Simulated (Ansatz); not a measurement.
# Si2W: the cost of one run

Method: DFT PBE, scalar-relativistic, plane waves, PAW, in Ansatz 0.2.0.

2 further runs of the same task are left out: 2 set aside as unsound or not needed.

### Step 1. The structure to begin with

Symmetry: I4/mmm, No. 139, tetragonal system. The conventional cell has a = 3.229 Å, b = 3.229 Å, c = 7.867 Å, α = 90.00°, β = 90.00°, γ = 90.00°. Around Si (site symmetry 4mm) lie 5 Si at 2.60 to 2.64 Å and 5 W at 2.63 Å. W (site symmetry 4/mmm) has 10 Si at 2.63 Å as nearest neighbours.

Structure file:

```
CELL_PARAMETERS angstrom
0.00000 3.22900 0.00000
1.61450 1.61450 -3.93341
-4.84349 1.61450 -3.93341
ATOMIC_POSITIONS crystal
Si 0.33457 0.99814 0.33271
Si 0.33457 0.49814 0.83271
Si 0.66543 0.50186 0.16729
Si 0.66543 0.00186 0.66729
W 0.00000 0.50000 0.50000
W 0.00000 0.00000 0.00000
```

It is built from the cell relaxed beforehand with the same method (13.67 Å³/atom).

### Step 2. Zero of the scan

The input, input.yaml:

```yaml
crystal:
  lattice:
    - [0.0, 3.228995316, 0.0]
    - [1.614497658, 1.614497658, -3.933413912]
    - [-4.843492974, 1.614497658, -3.933413912]
  atoms:
    - { symbol: Si, position: [0.3345744057, 0.9981383914, 0.3327127971] }
    - { symbol: Si, position: [0.3345744057, 0.4981383914, 0.8327127971] }
    - { symbol: Si, position: [0.6654255943, 0.5018616086, 0.1672872029] }
    - { symbol: Si, position: [0.6654255943, 0.0018616086, 0.6672872029] }
    - { symbol: W, position: [0.0, 0.5, 0.5] }
    - { symbol: W, position: [0.0, 1.0, 1.0] }
basis:
  ecutwfc: 420
kpoints:
  mp_grid: { grid: [12, 12, 12] }
hamiltonian:
  xc: pbe
scf:
  occupations: { method: gaussian, width: 0.15 }
output:
  forces: true
  stress: true
  eigenvalues: true
```

Launch:

```console
> ansatz run input.yaml --threads 2 --pin off --max-ram 5120MiB --backend cpu --events-out ev --progress --plain --runs-dir out
```

**Question.** How long does this run take on 2 threads of Intel Xeon at 2.50GHz (Skylake/Cascade Lake), shared host, and how much memory does it need?

About 54 s, with a peak of 0.98 GiB.
